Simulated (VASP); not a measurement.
# Sn5S4 in VASP: work function with PBE

Aim: the work function of Sn5S4 with PBE.

All numbers are computed with VASP 6.6.1; they aren't measurements. Logs are shortened: lines on timing, memory, paths and dates and some standing lists are left out, and cuts for length are marked.

### Step 1. The cell of the first run

The cell holds a slab with vacuum, 9 atoms: a = 4.101 Å, b = 4.101 Å, c = 28.395 Å, α = 90.00°, β = 90.00°, γ = 120.00°.

### Step 2. Work function, PBE (the (1 1 1) slab of SnS, cut from the database cell, not relaxed)

Input file INCAR:

```
SYSTEM = Sn5S4
  PREC = Accurate
  ENCUT = 520
  EDIFF = 1E-6
  ISMEAR = 0
  SIGMA = 0.05
  LREAL = .FALSE.
  LASPH = .TRUE.
  NELM = 100
  ALGO = Fast
  ISIF = 2
  LWAVE = .FALSE.
  LCHARG = .TRUE.
  LDIPOL = .TRUE.
  IDIPOL = 3
  DIPOL = 0.5 0.5 0.500
  GGA = PE
  LELF = .TRUE.
  LVHAR = .TRUE.
  LVACPOTAV = .TRUE.
```

Input file KPOINTS:

```
regular mesh
0
G
  8 8 1
  0 0 0
```

Input file POSCAR:

```
Sn5S4
1.0
    4.1012193309      0.0000000000      0.0000000000
   -2.0506096654      3.5517601270      0.0000000000
    0.0000000000      0.0000000000     28.3945262452
Sn S
5 4
Direct
    0.3333333333      0.6666666667      0.2641354159
    0.0000000000      0.0000000000      0.3820677080
    0.6666666667      0.3333333333      0.5000000000
    0.3333333333      0.6666666667      0.6179322920
    0.0000000000      0.0000000000      0.7358645841
    0.6666666667      0.3333333333      0.3231015619
    0.3333333333      0.6666666667      0.4410338540
    0.0000000000      0.0000000000      0.5589661460
    0.6666666667      0.3333333333      0.6768984381
```

Potentials or basis: VASP PAW PBE potentials, release 64 (Sn_d, S).

On the command line:

```
> cat potpaw_PBE.64/Sn_d/POTCAR potpaw_PBE.64/S/POTCAR > POTCAR
> mpirun -np 1 vasp_std > vasp.out
```

OUTCAR:

```text
SYSTEM = Sn5S4
   PREC = Accurate
   ENCUT = 520
   EDIFF = 1E-6
   ISMEAR = 0
   LREAL = .FALSE.
   LASPH = .TRUE.
   NELM = 100
   ISIF = 2
   GGA = PE

 ion  position               nearest neighbor table
   1  0.333  0.667  0.264-   6 2.90   6 2.90   6 2.90
   2  0.000  0.000  0.382-   7 2.90   7 2.90   7 2.90   6 2.90   6 2.90   6 2.90
   3  0.667  0.333  0.500-   7 2.90   8 2.90   7 2.90   8 2.90   8 2.90   7 2.90
   4  0.333  0.667  0.618-   8 2.90   8 2.90   8 2.90   9 2.90   9 2.90   9 2.90
   5  0.000  0.000  0.736-   9 2.90   9 2.90   9 2.90
   6  0.667  0.333  0.323-   1 2.90   1 2.90   1 2.90   2 2.90   2 2.90   2 2.90
   7  0.333  0.667  0.441-   3 2.90   2 2.90   3 2.90   2 2.90   2 2.90   3 2.90
   8  0.000  0.000  0.559-   4 2.90   3 2.90   4 2.90   3 2.90   4 2.90   3 2.90
   9  0.667  0.333  0.677-   5 2.90   5 2.90   5 2.90   4 2.90   4 2.90   4 2.90

  LATTYP: Found a hexagonal cell.
 ALAT       =     4.1012193309
 C/A-ratio  =     6.9234351919

  Lattice vectors:

 A1 = (   4.1012193309,   0.0000000000,   0.0000000000)
 A2 = (  -2.0506096654,   3.5517601270,   0.0000000000)
 A3 = (   0.0000000000,   0.0000000000,  28.3945262452)

Analysis of symmetry for initial positions (statically):
=====================================================================
 Subroutine PRICEL returns:
 Original cell was already a primitive cell.

 Routine SETGRP: Setting up the symmetry group for a
 hexagonal supercell.

 Subroutine GETGRP returns: Found 12 space group operations
 (whereof  6 operations were pure point group operations)
 out of a pool of 24 trial point group operations.

The static configuration has the point symmetry C_3v.
 The point group associated with its full space group is D_3d.

Analysis of symmetry for dynamics (positions and initial velocities):
=====================================================================
 Subroutine PRICEL returns:
 Original cell was already a primitive cell.

 Routine SETGRP: Setting up the symmetry group for a
 hexagonal supercell.

 Subroutine GETGRP returns: Found 12 space group operations
 (whereof  6 operations were pure point group operations)
 out of a pool of 24 trial point group operations.

The dynamic configuration has the point symmetry C_3v.
 The point group associated with its full space group is D_3d.

 Subroutine INISYM returns: Found 12 space group operations
 (whereof  6 operations are pure point group operations),
 and found     1 'primitive' translations

----------------------------------------------------------------------------------------

                                     Primitive cell

  volume of cell :     413.6102

  direct lattice vectors                    reciprocal lattice vectors
     4.101219331  0.000000000  0.000000000     0.243829925  0.140775273  0.000000000
    -2.050609665  3.551760127  0.000000000     0.000000000  0.281550545  0.000000000
     0.000000000  0.000000000 28.394526245     0.000000000  0.000000000  0.035218055

  length of vectors
     4.101219331  4.101219331 28.394526245     0.281550545  0.281550545  0.035218055

  position of ions in fractional coordinates (direct lattice)
     0.333333333  0.666666667  0.264135416
     0.000000000  0.000000000  0.382067708
     0.666666667  0.333333333  0.500000000
     0.333333333  0.666666667  0.617932292
     0.000000000  0.000000000  0.735864584
     0.666666667  0.333333333  0.323101562
     0.333333333  0.666666667  0.441033854
     0.000000000  0.000000000  0.558966146
     0.666666667  0.333333333  0.676898438

  ion indices of the primitive-cell ions
   primitive index   ion index
                 1           1
                 2           2
                 3           3
                 4           4
                 5           5
                 6           6
                 7           7
                 8           8
                 9           9

----------------------------------------------------------------------------------------

 KPOINTS: regular mesh

Automatic generation of k-mesh.
 Grid dimensions read from file:
 generate k-points for:    8    8    1

 Generating k-lattice:

  Cartesian coordinates                     Fractional coordinates (reciprocal lattice)
     0.030478741  0.017596909  0.000000000     0.125000000 -0.000000000  0.000000000
     0.000000000  0.035193818  0.000000000     0.000000000  0.125000000  0.000000000
     0.000000000  0.000000000  0.035218055     0.000000000  0.000000000  1.000000000

  Length of vectors
     0.035193818  0.035193818  0.035218055

  Shift w.r.t. Gamma in fractional coordinates (k-lattice)
     0.000000000  0.000000000  0.000000000

 Subroutine IBZKPT returns following result:
 ===========================================

 Found     10 irreducible k-points:

 Following reciprocal coordinates:
            Coordinates               Weight
  0.000000  0.000000  0.000000      1.000000
  0.125000  0.000000  0.000000      6.000000
  0.250000  0.000000  0.000000      6.000000
  0.375000  0.000000  0.000000      6.000000
  0.500000  0.000000  0.000000      3.000000
  0.125000  0.125000  0.000000      6.000000
  0.250000  0.125000  0.000000     12.000000
  0.375000  0.125000  0.000000     12.000000
  0.250000  0.250000  0.000000      6.000000
  0.375000  0.250000  0.000000      6.000000
   k-points           NKPTS =     10   k-points in BZ     NKDIM =     10   number of bands    NBANDS=     56
   number of dos      NEDOS =    301   number of ions     NIONS =      9
   total plane-waves  NPLWV = 221184
   dimension x,y,z NGX =    32 NGY =   32 NGZ =  216
   dimension x,y,z NGXF=    64 NGYF=   64 NGZF=  432
   ions per type =               5   4
   NGX,Y,Z   is equivalent  to a cutoff of  12.97, 12.97, 12.65 a.u.
   NGXF,Y,Z  is equivalent  to a cutoff of  25.94, 25.94, 25.29 a.u.
 SYSTEM =  Sn5S4
   PREC   = accura    normal or accurate (medium, high low for compatibility)
   ISTART =      0    job   : 0-new  1-cont  2-samecut
   ICHARG =      2    charge: 1-file 2-atom 10-const
   ISPIN  =      1    spin polarized calculation?
   LNONCOLLINEAR =      F non collinear calculations
   LSORBIT =      F    spin-orbit coupling
   LASPH  =      T    aspherical Exc in radial PAW
   ENCUT  =  520.0 eV  38.22 Ry    6.18 a.u.   7.63  7.63 52.80*2*pi/ulx,y,z
   NELM   =    100;   NELMIN=  2; NELMDL= -5     # of ELM steps
   EDIFF  = 0.1E-05   stopping-criterion for ELM
   LREAL  =      F    real-space projection
   EDIFFG = 0.1E-04   stopping-criterion for IOM
   NSW    =      0    number of steps for IOM
   IBRION =     -1    ionic relax: 0-MD 1-quasi-New 2-CG
   NFREE  =      0    steps in history (QN), initial steepest desc. (CG)
   ISIF   =      2    stress and relaxation
   ISYM   =      2    0-nonsym 1-usesym 2-fastsym
   POTIM  = 0.5000    time-step for ionic-motion
   TEBEG  =    0.0;   TEEND  =   0.0 temperature during run
   PSTRESS=    0.0 pullay stress
   NELECT =      94.0000    total number of electrons
   NUPDOWN=      -1.0000    fix difference up-down
   EMIN   =  10.00;   EMAX   =-10.00  energy-range for DOS
   EFERMI =   0.00;   METHOD = LEGACY
   ISMEAR =     0;   SIGMA  =   0.05  broadening in eV -4-tet -1-fermi 0-gaus
   EFERMI_NEDOS =   21; number of points for ismear=-14 and -15
   IALGO  =     68    algorithm
   IMIX   =      4    mixing-type and parameters
     AMIX     =   0.40;   BMIX     =  1.00
     AMIX_MAG =   1.60;   BMIX_MAG =  1.00
  volume/ion in A,a.u.               =      45.96       310.13
  Fermi-wavevector in a.u.,A,eV,Ry     =   0.999050  1.887930 13.579975  0.998100
  Thomas-Fermi vector in A             =   2.131314
   LORBIT       =      0    0 simple, 1 ext, 2 COOP (PROOUT), +10 PAW based schemes
   GGA     = PE    functional components
   LHFCALC =     F    Hartree Fock is set to
   AEXX    =    0.0000 exact exchange contribution
   IVDW    =     0    specifies the selected vdW correction
   LEPSILON=     F    determine dielectric tensor
   LRPA    =     F    only Hartree local field effects (RPA)
 non-spin polarized calculation
 RMM-DIIS sequential band-by-band and
 Gauss-broadening in eV      SIGMA  =   0.05
  energy-cutoff  :      520.00
  volume of cell :      413.61
 maximum number of plane-waves:     11247
 NGX is ok and might be reduce to    32
   NGX = 15   NGY = 15   NGZ =105

 number of electron      93.9999984 magnetization

 dipolmoment           0.000000      0.000000     -0.000003 electrons x Angstroem

 Free energy of the ion-electron system (eV)
  ---------------------------------------------------
  ext. energy  EPLUGINS =         0.00000000
  ---------------------------------------------------
  free energy    TOTEN  =       -37.23484470 eV

  energy without entropy =      -37.22851996  energy(sigma->0) =      -37.23168233

 E-fermi :   2.3018     XC(G=0):  -5.9814

 val. band max:        2.2983195386   @ k =   0.3750   0.0000   0.0000
 cond. band min:       2.3593019066   @ k =   0.2500   0.1250   0.0000
 fundamental gap:      0.0609823680
 Fermi energy:         2.3017541285

 k-point     1 :       0.0000    0.0000    0.0000
  band No.  band energies     occupation
      1     -19.9233      2.00000
      2     -19.9233      2.00000
      3     -19.9056      2.00000
      4     -19.9056      2.00000
      5     -19.9056      2.00000
      6     -19.9056      2.00000
[... 48 lines left out ...]
     55       4.6716      0.00000
     56       4.6717      0.00000

 k-point     2 :       0.1250    0.0000    0.0000
  band No.  band energies     occupation
      1     -19.9219      2.00000
      2     -19.9218      2.00000
      3     -19.9076      2.00000
      4     -19.9075      2.00000
      5     -19.9060      2.00000
      6     -19.9060      2.00000
[... 48 lines left out ...]
     55       4.7214      0.00000
     56       5.0151      0.00000
[... 411 lines left out ...]
     55       4.9558      0.00000
     56       5.2316      0.00000

 k-point    10 :       0.3750    0.2500    0.0000
  band No.  band energies     occupation
      1     -19.9183      2.00000
      2     -19.9183      2.00000
      3     -19.9124      2.00000
      4     -19.9123      2.00000
      5     -19.9115      2.00000
      6     -19.9114      2.00000
[... 48 lines left out ...]
     55       4.5992      0.00000
     56       5.5628      0.00000

------------------------ aborting loop because EDIFF is reached ----------------------------------------

  FORCE on cell =-STRESS in cart. coord.  units (eV):
  Direction    XX          YY          ZZ          XY          YZ          ZX
  --------------------------------------------------------------------------------------
  -------------------------------------------------------------------------------------
  Total       -2.8877840     -2.8877840      1.8183831     -0.0000000      0.0000000     -0.0000000
  in kB      -11.1862376    -11.1862376      7.0437628     -0.0000000      0.0000000     -0.0000000
  external PRESSURE =      -5.1095708 kB  Pullay stress =       0.0000000 kB

 VOLUME and BASIS-vectors are now :
 -----------------------------------------------------------------------------
  energy-cutoff  :      520.00
  volume of cell :      413.61
      direct lattice vectors                 reciprocal lattice vectors
     4.101219331  0.000000000  0.000000000     0.243829925  0.140775273  0.000000000
    -2.050609665  3.551760127  0.000000000     0.000000000  0.281550545  0.000000000
     0.000000000  0.000000000 28.394526245     0.000000000  0.000000000  0.035218055

 POSITION                                       TOTAL-FORCE (eV/Angst)
 -----------------------------------------------------------------------------------
     -0.00000      2.36784      7.50000        -0.000000     -0.000000      0.002948
      0.00000      0.00000     10.84863        -0.000000     -0.000000      0.132447
      2.05061      1.18392     14.19726        -0.000000     -0.000000     -0.000000
     -0.00000      2.36784     17.54589         0.000000     -0.000000     -0.132447
      0.00000      0.00000     20.89453         0.000000     -0.000000     -0.002948
      2.05061      1.18392      9.17432        -0.000000     -0.000000     -0.269786
     -0.00000      2.36784     12.52295        -0.000000      0.000000     -0.034708
      0.00000      0.00000     15.87158         0.000000     -0.000000      0.034708
      2.05061      1.18392     19.22021         0.000000      0.000000      0.269786
 -----------------------------------------------------------------------------------
    total drift:                               -0.000000      0.000000     -0.000225

  FREE ENERGIE OF THE ION-ELECTRON SYSTEM (eV)
  ---------------------------------------------------
  free  energy   TOTEN  =       -37.2348446988 eV

  energy  without entropy=      -37.2285199583  energy(sigma->0) =      -37.23168233

 vacuum level on the upper side and lower side of the slab         5.822         5.822
```

Run time: 6.9 min. Hardware: 1 thread of Intel Xeon Platinum 8259CL at 2.50GHz (Skylake/Cascade Lake), shared host; peak memory 0.59 GiB.

What came out:

```yaml
Free_energy: -37.2348 eV
Largest_force: 0.270 eV/Å
Band_gap_on_the_k_mesh: none (metal or under the smearing width)
Work_function_of_the_upper_face: 3.52 eV
Work_function_of_the_lower_face: 3.52 eV
```

Forces in eV/Å, atoms in the order of the input:
```
Sn   0.000  0.000  0.003
Sn   0.000  0.000  0.132
Sn   0.000  0.000  0.000
Sn   0.000  0.000 -0.132
Sn   0.000  0.000 -0.003
S    0.000  0.000 -0.270
S    0.000  0.000 -0.035
S    0.000  0.000  0.035
S    0.000  0.000  0.270
```

Levels at points of the mesh, in eV from the Fermi level:
| k point | band 43 | band 44 | band 45 | band 46 | band 47 | band 48 | band 49 | band 50 | band 51 | band 52 |
| --- | --- | --- | --- | --- | --- | --- | --- | --- | --- | --- |
| (0.00, 0.00, 0.00) | -2.82 | -2.20 | -1.50 | -0.93 | -0.55 | 0.52 | 1.15 | 1.15 | 1.25 | 1.61 |
| (0.50, 0.00, 0.00) | -3.22 | -3.11 | -2.16 | -0.98 | -0.90 | -0.45 | 0.65 | 1.09 | 1.09 | 1.57 |
